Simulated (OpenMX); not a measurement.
The system is PbS.

```
Pb S
1.0
     4.22692    0.00000    0.00000
     2.11505    3.65970    0.00000
     2.11505    1.22051    3.45018
Pb S
1 1
Cartesian
  8.2927 4.7854 3.3831
  4.0174 2.3183 1.6390
```

The cell is a database's computed one.

Base run:

| Quantity | Value |
| --- | --- |
| Program | OpenMX 3.8.5 |
| Functional | PBE |
| Dispersion | D4 |
| Potentials or basis | OpenMX 2013 PBE set, Pb8.0-s3p2d2f1, S7.0-s2p2d1f1, grid cutoff 500 Ry |
| k mesh | 7 × 7 × 7 |
| Occupations | fermi-dirac, width 0.05 eV |
| Spin | no spin polarisation |

Its results: pressure -0.4 GPa; largest force 0.025 eV/Å.

**Question.** The run is repeated on the same cell with these changes: dispersion from D4 to D3. What comes out?

**Answer.** Pressure 0.5 GPa; largest force 0.023 eV/Å.

Caveats: the basis of atomic orbitals isn't converged, which shifts pressures, moduli and gaps.
